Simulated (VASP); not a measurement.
Crystal: HgSe.

```xyz
2
Lattice="0.0000 3.0390 3.0390 3.0390 0.0000 3.0390 3.0390 3.0390 0.0000" Properties=species:S:1:pos:R:3 pbc="T T T"
Hg    0.0000    0.0000    0.0000
Se    4.5585    4.5585    4.5585
```

| Item | Value |
| --- | --- |
| Program | VASP 6.6.1 |
| Task | relaxation of cell and atoms |
| Functional | optPBE-vdW |
| Potentials or basis | VASP PAW PBE potentials, release 64 (Hg, Se) |
| Cutoff | 600 eV |
| k mesh | 8 × 8 × 8 |
| Occupations | fermi-dirac, width 0.05 eV |
| Spin | no spin polarisation |

At the start: pressure 6.0 GPa; volume 28.07 Å³/atom.

Question: How do energy, volume and symmetry change on relaxing?

Answer: Over 3 steps the energy falls by 53.9 meV/atom and the volume is 31.28 Å³/atom (+11.4 %); space group F-43m (No. 216, to 0.05 Å).

Step by step:
| step | energy change (eV) | largest force (eV/Å) | pressure (GPa) | volume (Å³) |
| --- | --- | --- | --- | --- |
| 1 | 0.0000 | 0.0000 | 5.96 | 56.13 |
| 2 | -0.0962 | 0.0000 | -1.44 | 65.05 |
| 3 | -0.1077 | 0.0000 | 0.01 | 62.56 |

Final structure:
```
CELL_PARAMETERS angstrom
0.00000 3.15080 3.15080
3.15080 0.00000 3.15080
3.15080 3.15080 0.00000
ATOMIC_POSITIONS crystal
Hg 0.00000 0.00000 0.00000
Se 0.75000 0.75000 0.75000
```

Caveat: the PAW data sets were made with another functional, which shifts forces and pressure a little; the volume moved by +11 % from the deposited cell, more than functionals usually miss.
